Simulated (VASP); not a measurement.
# MgO (Periclase) (Fm-3m) in VASP: further runs, part 2 of 3

VASP 6.6.1.

## (3) Relaxation of cell and atoms, r2SCAN, target pressure 13.3 GPa, at which the enthalpy is minimised

This run uses another cell than the first one, of 8.61 Å³/atom, 0.919 times its volume.

Input file INCAR:

```
  ALGO = Normal
  EDIFF = 1E-7
  EDIFFG = -0.005
  ENCUT = 600
  IBRION = 2
  ISIF = 3
  ISMEAR = 0
  LASPH = T
  LCHARG = F
  LMIXTAU = T
  LREAL = F
  LWAVE = F
  METAGGA = R2SCAN
  NELM = 80
  NSW = 90
  PREC = Accurate
  PSTRESS = 133.0
  SIGMA = 0.03
```

Input file KPOINTS:

```
k-points
0
Gamma
  12 12 12
```

Input file POSCAR:

```
MgO                                     
1.0
    0.0000000000      2.0499836115      2.0499836115
    2.0499836115      0.0000000000      2.0499836115
    2.0499836115      2.0499836115      0.0000000000
  Mg              O             
     1     1
Direct
     0.0000000000000000    0.0000000000000000    0.0000000000000000
     0.5000000000000000    0.5000000000000000    0.5000000000000000
```

Potentials or basis: VASP PAW PBE potentials, release 64 (Mg, O).

Launch:

```console
$ cat potpaw_PBE.64/Mg/POTCAR potpaw_PBE.64/O/POTCAR > POTCAR
$ mpirun -np 1 vasp_std > vasp.out
```

OUTCAR:

```text
EDIFF = 1E-7
   EDIFFG = -0.005
   ENCUT = 600
   IBRION = 2
   ISIF = 3
   ISMEAR = 0
   LASPH = T
   LREAL = F
   METAGGA = R2SCAN
   NELM = 80
   NSW = 90
   PREC = Accurate
   PSTRESS = 133.0

 ion  position               nearest neighbor table
   1  0.000  0.000  0.000-   2 2.05   2 2.05   2 2.05   2 2.05   2 2.05   2 2.05
   2  0.500  0.500  0.500-   1 2.05   1 2.05   1 2.05   1 2.05   1 2.05   1 2.05

  LATTYP: Found a face centered cubic cell.
 ALAT       =     4.0999672230

  Lattice vectors:

 A1 = (   0.0000000000,   2.0499836115,   2.0499836115)
 A2 = (   2.0499836115,   0.0000000000,   2.0499836115)
 A3 = (   2.0499836115,   2.0499836115,   0.0000000000)

Analysis of symmetry for initial positions (statically):
=====================================================================
 Subroutine PRICEL returns:
 Original cell was already a primitive cell.

 Routine SETGRP: Setting up the symmetry group for a
 face centered cubic supercell.

 Subroutine GETGRP returns: Found 48 space group operations
 (whereof 48 operations were pure point group operations)
 out of a pool of 48 trial point group operations.

The static configuration has the point symmetry O_h .

Analysis of symmetry for dynamics (positions and initial velocities):
=====================================================================
 Subroutine PRICEL returns:
 Original cell was already a primitive cell.

 Routine SETGRP: Setting up the symmetry group for a
 face centered cubic supercell.

 Subroutine GETGRP returns: Found 48 space group operations
 (whereof 48 operations were pure point group operations)
 out of a pool of 48 trial point group operations.

The dynamic configuration has the point symmetry O_h .

 Subroutine INISYM returns: Found 48 space group operations
 (whereof 48 operations are pure point group operations),
 and found     1 'primitive' translations

----------------------------------------------------------------------------------------

                                     Primitive cell

  volume of cell :      17.2298

  direct lattice vectors                    reciprocal lattice vectors
     0.000000000  2.049983612  2.049983612    -0.243904389  0.243904389  0.243904389
     2.049983612  0.000000000  2.049983612     0.243904389 -0.243904389  0.243904389
     2.049983612  2.049983612  0.000000000     0.243904389  0.243904389 -0.243904389

  length of vectors
     2.899114626  2.899114626  2.899114626     0.422454794  0.422454794  0.422454794

  position of ions in fractional coordinates (direct lattice)
     0.000000000  0.000000000  0.000000000
     0.500000000  0.500000000  0.500000000

  ion indices of the primitive-cell ions
   primitive index   ion index
                 1           1
                 2           2

----------------------------------------------------------------------------------------

 KPOINTS: k-points

Automatic generation of k-mesh.
 Grid dimensions read from file:
 generate k-points for:   12   12   12

 Generating k-lattice:

  Cartesian coordinates                     Fractional coordinates (reciprocal lattice)
    -0.020325366  0.020325366  0.020325366     0.083333333  0.000000000  0.000000000
     0.020325366 -0.020325366  0.020325366     0.000000000  0.083333333  0.000000000
     0.020325366  0.020325366 -0.020325366     0.000000000  0.000000000  0.083333333
[... 40 lines left out ...]
   number of dos      NEDOS =    301   number of ions     NIONS =      2
   total plane-waves  NPLWV =  13824
   dimension x,y,z NGX =    24 NGY =   24 NGZ =   24
   dimension x,y,z NGXF=    48 NGYF=   48 NGZF=   48
   ions per type =               1   1
   NGX,Y,Z   is equivalent  to a cutoff of  13.76, 13.76, 13.76 a.u.
   NGXF,Y,Z  is equivalent  to a cutoff of  27.52, 27.52, 27.52 a.u.
 SYSTEM =  unknown system
   PREC   = accura    normal or accurate (medium, high low for compatibility)
   ISTART =      0    job   : 0-new  1-cont  2-samecut
   ICHARG =      2    charge: 1-file 2-atom 10-const
   ISPIN  =      1    spin polarized calculation?
   LNONCOLLINEAR =      F non collinear calculations
   LSORBIT =      F    spin-orbit coupling
   LASPH  =      T    aspherical Exc in radial PAW
   ENCUT  =  600.0 eV  44.10 Ry    6.64 a.u.   5.79  5.79  5.79*2*pi/ulx,y,z
   NELM   =     80;   NELMIN=  2; NELMDL= -5     # of ELM steps
   EDIFF  = 0.1E-06   stopping-criterion for ELM
   LREAL  =      F    real-space projection
   EDIFFG = -.5E-02   stopping-criterion for IOM
   NSW    =     90    number of steps for IOM
   IBRION =      2    ionic relax: 0-MD 1-quasi-New 2-CG
   NFREE  =      1    steps in history (QN), initial steepest desc. (CG)
   ISIF   =      3    stress and relaxation
   ISYM   =      2    0-nonsym 1-usesym 2-fastsym
   POTIM  = 0.5000    time-step for ionic-motion
   TEBEG  =    0.0;   TEEND  =   0.0 temperature during run
   PSTRESS=  133.0 pullay stress
   NELECT =       8.0000    total number of electrons
   NUPDOWN=      -1.0000    fix difference up-down
   EMIN   =  10.00;   EMAX   =-10.00  energy-range for DOS
   EFERMI =   0.00;   METHOD = LEGACY
   ISMEAR =     0;   SIGMA  =   0.03  broadening in eV -4-tet -1-fermi 0-gaus
   EFERMI_NEDOS =   21; number of points for ismear=-14 and -15
   IALGO  =     38    algorithm
   IMIX   =      4    mixing-type and parameters
     AMIX     =   0.40;   BMIX     =  1.00
     AMIX_MAG =   1.60;   BMIX_MAG =  1.00
  volume/ion in A,a.u.               =       8.61        58.14
  Fermi-wavevector in a.u.,A,eV,Ry     =   1.267684  2.395576 21.864881  1.607023
  Thomas-Fermi vector in A             =   2.400819
   LORBIT       =      0    0 simple, 1 ext, 2 COOP (PROOUT), +10 PAW based schemes
   METAGGA = R2SCAN    functional components
   LHFCALC =     F    Hartree Fock is set to
   AEXX    =    0.0000 exact exchange contribution
   IVDW    =     0    specifies the selected vdW correction
   LEPSILON=     F    determine dielectric tensor
   LRPA    =     F    only Hartree local field effects (RPA)
 conjugate gradient relaxation of ions
 non-spin polarized calculation
 Gauss-broadening in eV      SIGMA  =   0.03
  energy-cutoff  :      600.00
  volume of cell :       17.23
 maximum number of plane-waves:       589
   NGX = 11   NGY = 11   NGZ = 11

 number of electron       7.9999997 magnetization

 Free energy of the ion-electron system (eV)
  ---------------------------------------------------
  ext. energy  EPLUGINS =         0.00000000
  ---------------------------------------------------
  free energy    TOTEN  =       -16.11504462 eV

  energy without entropy =      -16.11504462  energy(sigma->0) =      -16.11504462

 E-fermi :   3.6146     XC(G=0): -12.0163

 val. band max:        3.3955745573   @ k =   0.0000   0.0000   0.0000
 cond. band min:       9.8637778412   @ k =   0.0000   0.0000   0.0000
 fundamental gap:      6.4682032839
 Fermi energy:         3.6146014757

 k-point     1 :       0.0000    0.0000    0.0000
  band No.  band energies     occupation
      1     -15.2380      2.00000
      2       3.3956      2.00000
      3       3.3956      2.00000
      4       3.3956      2.00000
      5       9.8638      0.00000
      6      20.7072      0.00000
      7      20.7072      0.00000
      8      20.7072      0.00000
[... 243 lines left out ...]
 k-point    24 :      -0.4167    0.1667    0.0000
  band No.  band energies     occupation
      1     -13.6844      2.00000
      2      -1.1569      2.00000
      3       1.6486      2.00000
      4       2.4891      2.00000
      5      13.9826      0.00000
      6      17.7681      0.00000
      7      19.6807      0.00000
      8      22.4847      0.00000

 [... further k-points ...]

------------------------ aborting loop because EDIFF is reached ----------------------------------------

  FORCE on cell =-STRESS in cart. coord.  units (eV):
  Direction    XX          YY          ZZ          XY          YZ          ZX
  --------------------------------------------------------------------------------------
  -------------------------------------------------------------------------------------
  Total        1.4272857      1.4272857      1.4272857      0.0000000      0.0000000      0.0000000
  in kB      132.7212139    132.7212139    132.7212139      0.0000000      0.0000000      0.0000000
  external PRESSURE =      -0.2787861 kB  Pullay stress =     133.0000000 kB

 VOLUME and BASIS-vectors are now :
 -----------------------------------------------------------------------------
  energy-cutoff  :      600.00
  volume of cell :       17.23
      direct lattice vectors                 reciprocal lattice vectors
     0.000000000  2.049983612  2.049983612    -0.243904389  0.243904389  0.243904389
     2.049983612  0.000000000  2.049983612     0.243904389 -0.243904389  0.243904389
     2.049983612  2.049983612  0.000000000     0.243904389  0.243904389 -0.243904389

 POSITION                                       TOTAL-FORCE (eV/Angst)
 -----------------------------------------------------------------------------------
      0.00000      0.00000      0.00000         0.000000     -0.000000     -0.000000
      2.04998      2.04998      2.04998        -0.000000      0.000000      0.000000
 -----------------------------------------------------------------------------------
    total drift:                               -0.000000     -0.000000      0.000000

  FREE ENERGIE OF THE ION-ELECTRON SYSTEM (eV)
  ---------------------------------------------------
  free  energy   TOTEN  =       -16.1150446238 eV

  energy  without entropy=      -16.1150446238  energy(sigma->0) =      -16.11504462

  enthalpy is  TOTEN    =       -14.6847608175 eV   P V=        1.4302838064

 reached required accuracy - stopping structural energy minimisation
```

CONTCAR:

```text
MgO
   1.00000000000000
     0.0000000000000000    2.0499836115000001    2.0499836115000001
     2.0499836115000001    0.0000000000000000    2.0499836115000001
     2.0499836115000001    2.0499836115000001    0.0000000000000000
  Mg              O
     1     1
Direct
     0.0000000000000000    0.0000000000000000    0.0000000000000000
     0.5000000000000000    0.5000000000000000    0.5000000000000000

  0.00000000E+00  0.00000000E+00  0.00000000E+00
  0.00000000E+00  0.00000000E+00  0.00000000E+00
```

It took 33 s on 1 thread of Intel Xeon Platinum 8559C (Emerald Rapids), shared host; peak memory 0.15 GiB.

Results:

```
Free energy             : -16.1150 eV
Pressure after relaxing : 13.3 GPa
Band gap on the k mesh  : 6.47 eV, direct
```

Final structure:
```cif
data_structure
_symmetry_space_group_name_H-M 'P 1'
_symmetry_Int_Tables_number 1
_cell_length_a 2.8991
_cell_length_b 2.8991
_cell_length_c 2.8991
_cell_angle_alpha 60.000
_cell_angle_beta 60.000
_cell_angle_gamma 60.000
_cell_volume 17.23
loop_
_atom_site_label
_atom_site_type_symbol
_atom_site_fract_x
_atom_site_fract_y
_atom_site_fract_z
_atom_site_occupancy
Mg1 Mg 0.00000 0.00000 0.00000 1
O1 O 0.50000 0.50000 0.50000 1
```

Caveat: the relaxation stopped at its first step, so nothing moved; the cell is relaxed towards a set pressure, so the enthalpy falls and the energy may rise; the PAW data sets were made with another functional, which shifts forces and pressure a little. A k mesh can miss the band edges.

[end of part 2 of 3]
